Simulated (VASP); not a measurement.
# O2 in VASP: a series of runs, part 2 of 2

VASP 6.6.1.

## Step 5: Relaxation of the atoms, r2SCAN, collinear spin, ferromagnetic start

INCAR

```
  ALGO = Normal
  AMIX = 0.2
  AMIX_MAG = 0.8
  BMIX = 1E-4
  BMIX_MAG = 1E-4
  EDIFF = 1E-7
  EDIFFG = -0.005
  ENCUT = 600
  IBRION = 2
  ISIF = 2
  ISMEAR = 0
  ISPIN = 2
  ISYM = 0
  LASPH = T
  LCHARG = F
  LMIXTAU = T
  LORBIT = 11
  LREAL = F
  LWAVE = F
  MAGMOM = 1 1
  METAGGA = R2SCAN
  NELM = 150
  NSW = 30
  PREC = Accurate
  SIGMA = 0.01
```

KPOINTS

```
k-points
0
Gamma
  1 1 1
```

POSCAR

```
O
1.0
   12.0000000000      0.0000000000      0.0000000000
    0.0000000000     12.4000000000      0.0000000000
    0.0000000000      0.0000000000     13.0000000000
O
2
Direct
    0.5000000000      0.5000000000      0.4535384615
    0.5000000000      0.5000000000      0.5464615385
```

Potentials or basis: VASP PAW PBE potentials, release 64 (O).

Command:

```bash
> cat potpaw_PBE.64/O/POTCAR > POTCAR
> mpirun -np 1 vasp_std > vasp.out
```

OUTCAR:

```text
AMIX = 0.2
   AMIX_MAG = 0.8
   EDIFF = 1E-7
   EDIFFG = -0.005
   ENCUT = 600
   IBRION = 2
   ISIF = 2
   ISMEAR = 0
   ISPIN = 2
   ISYM = 0
   LASPH = T
   LORBIT = 11
   LREAL = F
   METAGGA = R2SCAN
   NELM = 150
   NSW = 30
   PREC = Accurate

 ion  position               nearest neighbor table
   1  0.500  0.500  0.454-   2 1.21
   2  0.500  0.500  0.546-   1 1.21

IMPORTANT INFORMATION: All symmetrisations will be switched off!
NOSYMM: (Re-)initialisation of all symmetry stuff for point group C_1.

----------------------------------------------------------------------------------------

                                     Primitive cell

  volume of cell :    1934.4000

  direct lattice vectors                    reciprocal lattice vectors
[... 242 lines left out ...]
 k-point     1 :       0.0000    0.0000    0.0000
  band No.  band energies     occupation
      1     -34.2682      1.00000
      2     -21.9712      1.00000
      3     -14.1315      1.00000
      4     -14.1315      1.00000
      5     -13.9384      1.00000
      6      -7.5290      1.00000
      7      -7.5290      1.00000
      8       0.0161      0.00000
      9       0.8438      0.00000
     10       0.8937      0.00000
     11       0.9797      0.00000
 Fermi energy:        -7.4146022475

 spin component 2

 k-point     1 :       0.0000    0.0000    0.0000
  band No.  band energies     occupation
      1     -32.8821      1.00000
      2     -19.5389      1.00000
      3     -12.8534      1.00000
      4     -11.6272      1.00000
      5     -11.6272      1.00000
      6      -4.0829      0.00000
      7      -4.0829      0.00000
      8       0.0470      0.00000
      9       0.9125      0.00000
     10       0.9279      0.00000
     11       1.0075      0.00000
[... 27 lines left out ...]
  FREE ENERGIE OF THE ION-ELECTRON SYSTEM (eV)
  ---------------------------------------------------
  free  energy   TOTEN  =       -11.8686216749 eV

  energy  without entropy=      -11.8686216749  energy(sigma->0) =      -11.86862167

 reached required accuracy - stopping structural energy minimisation

 total charge

# of ion       s       p       d       tot
------------------------------------------
    1        1.611   3.305   0.000   4.916
    2        1.611   3.305   0.000   4.916
--------------------------------------------------
tot          3.221   6.610   0.000   9.831

 magnetization (x)

# of ion       s       p       d       tot
------------------------------------------
    1        0.015   0.819   0.000   0.834
    2        0.015   0.819   0.000   0.834
--------------------------------------------------
tot          0.030   1.638   0.000   1.668
```

Wall time 26 min (1 thread of Intel Xeon Platinum 8259CL at 2.50GHz (Skylake/Cascade Lake), shared host); peak memory 3.1 GiB.

Results:

```yaml
Free_energy: -11.8686 eV
Energy_gained_by_relaxing: 4.1 meV/atom
Ionic_steps: 4
Gap_between_the_frontier_levels: 3.45 eV
Net_moment: 2.00 μB per cell
Site_moments: O +0.83 μB
Valence_electrons_inside_the_program's_atomic_spheres: O 4.92
```

The path:
| step | energy change (eV) | largest force (eV/Å) | pressure (GPa) |
| --- | --- | --- | --- |
| 1 | 0.0000 | 1.1791 | 0.03 |
| 2 | 0.3018 | 5.5180 | -0.21 |
| 3 | -0.0082 | 0.0338 | -0.01 |
| 4 | -0.0082 | 0.0017 | -0.01 |

Final structure:
```yaml
crystal:
  lattice:
    - [12.00000, 0.00000, 0.00000]
    - [0.00000, 12.40000, 0.00000]
    - [0.00000, 0.00000, 13.00000]
  atoms:
    - { symbol: O, position: [0.50000, 0.50000, 0.45299] }
    - { symbol: O, position: [0.50000, 0.50000, 0.54701] }
```

Caveat: the standard files for N, O and F lose accuracy on very short bonds; the PAW data sets were made with another functional, which shifts forces and pressure a little. r2SCAN opens gaps a little over a GGA but as a rule still falls short of measured ones.

## Step 6: Relaxation of the atoms, PBEsol, collinear spin, ferromagnetic start

INCAR

```
SYSTEM = O
  PREC = Accurate
  ENCUT = 600
  EDIFF = 1E-7
  ISMEAR = 0
  SIGMA = 0.01
  LREAL = .False.
  LASPH = .True.
  NELM = 150
  ALGO = Normal
  ISIF = 2
  LWAVE = .False.
  LCHARG = .False.
  ISPIN = 2
  MAGMOM = 1 1
  LORBIT = 11
  GGA = PS
  IBRION = 2
  NSW = 30
  EDIFFG = -0.005
  AMIX = 0.2
  BMIX = 1E-4
  AMIX_MAG = 0.8
  BMIX_MAG = 1E-4
  ISYM = 0
```

KPOINTS

```
regular mesh
0
Gamma
  1 1 1
  0 0 0
```

POSCAR is that of step 5.

Potentials or basis: VASP PAW PBE potentials, release 64 (O).

Command:

```bash
> cat potpaw_PBE.64/O/POTCAR > POTCAR
> mpirun -np 1 vasp_std > vasp.out
```

Run time: 8 min. Hardware: 1 thread of Intel Xeon 6975P-C (Granite Rapids), shared host; peak memory 2.4 GiB.

Results (log left out):

- Free energy: -10.2836 eV
- Energy gained by relaxing: 7.0 meV/atom
- Ionic steps: 4
- Largest force after relaxing: 0.004 eV/Å
- Gap between the frontier levels: 2.26 eV
- Net moment: 2.00 μB per cell
- Site moments: O +0.81 μB
- Valence electrons inside the program's atomic spheres: O 4.89

Forces on the atoms (eV/Å):
```
O    0.000  0.000  0.004
O    0.000  0.000 -0.004
```

The path:
```csv
step,energy change (eV),largest force (eV/Å),pressure (GPa)
1,0.0000,1.5277,0.04
2,0.4470,6.1652,-0.24
3,-0.0141,0.0649,-0.01
4,-0.0141,0.0044,-0.01
```

Final structure:
```
CELL_PARAMETERS angstrom
12.00000 0.00000 0.00000
0.00000 12.40000 0.00000
0.00000 0.00000 13.00000
ATOMIC_POSITIONS crystal
O 0.50000 0.50000 0.45281
O 0.50000 0.50000 0.54719
```

Levels at points of the mesh, in eV from the valence-band top:
Spin up:
```
           k point  band 4  band 5  band 6  band 7  band 8  band 9  band 10  band 11
(0.00, 0.00, 0.00)   -6.47   -6.47    0.00    0.00    6.65    7.41     7.50     7.63
```
Spin down:
```tsv
k point	band 3	band 4	band 5	band 6	band 7	band 8
(0.00, 0.00, 0.00)	-5.54	-4.63	-4.63	2.26	2.26	6.73
```

Caveat: the standard files for N, O and F lose accuracy on very short bonds; the PAW data sets were made with another functional, which shifts forces and pressure a little. As with any semilocal functional, this PBEsol gap is likely too small.

## Step 7: Summary

```csv
level,potentials or basis,gap on the mesh (eV),moment (μB)
PBE+D3(BJ),"VASP PAW PBE potentials, release 64 (O)",2.31,2.00
PBE,"VASP PAW PBE potentials, release 64 (O)",2.31,2.00
LDA,"VASP PAW LDA potentials, release 64 (O)",1.97,2.00
r2SCAN,"VASP PAW PBE potentials, release 64 (O)",3.45,2.00
PBEsol,"VASP PAW PBE potentials, release 64 (O)",2.26,2.00
```

Alike in all rows: task relaxation of the atoms; spin collinear, ferromagnetic start; cell atoms relaxed; k mesh 1 × 1 × 1; cutoff (eV) 600; smearing gaussian 0.01 eV.

Caveats: the standard files for N, O and F lose accuracy on very short bonds; the PAW data sets were made with another functional, which shifts forces and pressure a little (some runs).

Total energies depend on the potentials used, so only differences within one code and one set of settings carry meaning.
